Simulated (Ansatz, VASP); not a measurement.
Two plane-wave programs on Al4N3

```xyz
7
Lattice="4.3800 0.0000 0.0000 0.0000 4.3800 0.0000 0.0000 0.0000 4.3800" Properties=species:S:1:pos:R:3 pbc="T T T"
Al    3.3019    3.3019    1.0781
Al    1.0781    1.0781    1.0781
Al    3.3019    1.0781    3.3019
Al    1.0781    3.3019    3.3019
N     2.1900    0.0000    2.1900
N     0.0000    2.1900    2.1900
N     2.1900    2.1900    0.0000
```

Change from the starting cell: built by hand: N-deficient zincblende, ordered vacancy (P-43m, No. 215).

Alike in both runs: functional PBE; k mesh 4 × 4 × 4; occupations gaussian, width 0.2 eV; no spin polarisation.

Ansatz relaxed the structure, and its values are those at the end. VASP's run is a single point on that final structure, the one shown.

|  | VASP | Ansatz |
| --- | --- | --- |
| version | VASP 6.6.1 | Ansatz 0.2.0 |
| potentials or method | VASP PAW PBE potentials, release 64 (Al, N) | scalar-relativistic, plane waves, PAW |
| plane-wave cutoff (eV) | 520 | 420 |
| valence electrons in the cell | 27 | 27 |

```csv
,VASP,Ansatz,Ansatz less VASP
gap on the k mesh at the Fermi level (eV),none,none,-
pressure (GPa),-0.2,0.0,+0.18
rms of the force components (eV/Å),0.018,0.010,-0.0076
```

A gap of «none» marks a metal or a gap that the smearing closes.
